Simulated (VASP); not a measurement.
# PbS: electric field gradients with PBE

Slab: PbS, a slab with vacuum.

```
Pb S
1.0
     2.94050   -2.90000    0.00000
     2.94050    2.90000    0.00000
    -1.08005    0.00000   11.70929
Pb S
2 2
Direct
  0.77560 0.77560 0.63638
  0.22440 0.22440 0.36362
  0.26840 0.26840 0.59860
  0.73160 0.73160 0.40140
```

```yaml
Program: VASP 6.6.1
Task: electric field gradients
Functional: PBE
Potentials_or_basis: VASP PAW PBE potentials, release 64 (Pb_d, S)
Cutoff: 520 eV
k_mesh: 7 × 7 × 3
Occupations: fermi-dirac, width 0.02 eV
Spin: no spin polarisation
Dipole_correction: no
Further_INCAR_settings: ALGO = Fast; EDIFF = 1e-08; NBANDS = 28
```

```yaml
Largest_force: 0.411 eV/Å
Band_gap_on_the_k_mesh: 1.27 eV, direct
```

Forces on the atoms (eV/Å):
```
Pb  -0.002  0.000 -0.411
Pb   0.002  0.000  0.411
S   -0.004  0.000 -0.066
S    0.004  0.000  0.066
```

Levels at points of the mesh, in eV from the valence-band top:
```tsv
k point	band 18	band 19	band 20	band 21	band 22	band 23
(0.00, 0.00, 0.00)	-1.44	-1.32	0.00	1.38	3.00	5.00
```

Electric field gradients, principal values (V/Å²):
```tsv
atom	Vxx	Vyy	Vzz
1 Pb	38.430	95.446	-133.877
2 Pb	38.430	95.446	-133.877
3 S	0.279	1.207	-1.486
4 S	0.279	1.207	-1.486
```

Run time: 5.4 min on 1 thread of Intel(R) Xeon(R) Platinum 8488C (Sapphire Rapids), on a shared host, peak memory 0.41 GiB.

Caveat: spin-orbit coupling is left out, which as a rule narrows the gap of such compounds by several tenths of an eV.
